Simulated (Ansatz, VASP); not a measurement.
# Two plane-wave programs on Cu

The input INCAR:

```
SYSTEM = Cu
  ALGO = Normal
  EDIFF = 1E-6
  ENCUT = 520
  GGA = CA
  ISIF = 2
  ISMEAR = 1
  LASPH = .True.
  LCHARG = .True.
  LELF = .True.
  LREAL = .False.
  LVHAR = .True.
  LWAVE = .False.
  NBANDS = 18
  NELM = 60
  PREC = Accurate
  SIGMA = 0.1
```

File KPOINTS:

```
k-points
0
Gamma
  13 13 12
  0 0 0
```

POSCAR

```
Cu
1.0
    1.2184640000     -3.9763780000      0.0000000000
    1.2184640000      3.9763780000      0.0000000000
    0.0000000000      0.0000000000      2.4754960000
Cu
2
Direct
    0.1338670000      0.8661330000      0.2500000000
    0.8661330000      0.1338670000      0.7500000000
```

Input for Ansatz:

```yaml
crystal:
  lattice:
    - [1.218464, -3.976378, 0.0]
    - [1.218464, 3.976378, 0.0]
    - [0.0, 0.0, 2.475496]
  atoms:
    - { symbol: Cu, position: [0.133867, 0.866133, 0.25] }
    - { symbol: Cu, position: [0.866133, 0.133867, 0.75] }
kpoints:
  mp_grid:
    grid: [13, 13, 12]
    shift: [0.0, 0.0, 0.0]
hamiltonian:
  xc: lda
scf:
  occupations:
    method: cold
    width: 0.1
output:
  stress: true
```

This isn't the form of Cu at room conditions, which is fcc.

Alike in both runs: task single point; functional LDA; k mesh 13 × 13 × 12; no spin polarisation.

```csv
,VASP,Ansatz
version,VASP 6.6.1,Ansatz 0.2.0
potentials or method,"VASP PAW LDA potentials, release 64 (Cu)","plane waves, PAW"
plane-wave cutoff (eV),520,420
occupations,"methfessel-paxton of order 1, width 0.1 eV","cold, width 0.1 eV"
valence electrons in the cell,22,38
```

|  | VASP | Ansatz | Ansatz less VASP |
| --- | --- | --- | --- |
| pressure (GPa) | -6.8 | -7.6 | -0.85 |
| largest component of the traceless stress (GPa) | 0.52 | 0.58 | +0.055 |

The two sets of potentials don't hold the same shells in valence.
